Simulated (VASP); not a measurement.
Write the native input for VASP 6.6.1 that does the following.

- Task: relaxation of cell and atoms
- Functional: LDA
- Potentials or basis: VASP PAW LDA potentials, release 64 (Si)
- Cutoff: 600 eV
- k mesh: 12 × 12 × 12
- Occupations: gaussian, width 0.03 eV
- Spin: no spin polarisation
- Further INCAR settings: ALGO = Normal; EDIFF = 1e-06; IBRION = 2; EDIFFG = -0.01; NSW = 90; ISIF = 3

The structure of Si lies in POSCAR:

```
Si
1.0
    0.0000000000      2.7135600000      2.7135600000
    2.7135600000      0.0000000000      2.7135600000
    2.7135600000      2.7135600000      0.0000000000
Si
2
Direct
    0.7500000000      0.7500000000      0.7500000000
    0.5000000000      0.5000000000      0.5000000000
```

These files were run (other wordings do the same):

INCAR

```
SYSTEM = Si
PREC = Accurate
ENCUT = 600
EDIFF = 1E-6
ISMEAR = 0
SIGMA = 0.03
LREAL = .FALSE.
LASPH = .TRUE.
NELM = 80
ALGO = Normal
ISIF = 3
LWAVE = .FALSE.
LCHARG = .FALSE.
IBRION = 2
NSW = 90
EDIFFG = -0.01
```

KPOINTS

```
regular mesh
0
G
  12 12 12
  0 0 0
```

Potentials or basis: VASP PAW LDA potentials, release 64 (Si).

The run is started by

```bash
$ cat potpaw_LDA.64/Si/POTCAR > POTCAR
$ mpirun -np 1 vasp_std > vasp.out
```

Results of the run:

```yaml
Relaxed_volume: 19.72 Å³/atom
Relaxed_cell: a = 3.820 Å, b = 3.820 Å, c = 3.820 Å, α = 60.00°, β = 60.00°, γ = 60.00°
Space_group_after_relaxing_to_0.05_Å: Fd-3m (No. 227)
Energy_gained_by_relaxing: 1.1 meV/atom
Ionic_steps: 3
Pressure_after_relaxing: 0.0 GPa
Band_gap_on_the_k_mesh: 0.44 eV, indirect (least direct gap 2.53 eV)
```

Wall time 30 s on 1 thread of Intel(R) Xeon(R) Platinum 8259CL CPU @ 2.50GHz (Skylake/Cascade Lake) (shared host), peak memory 0.16 GiB.
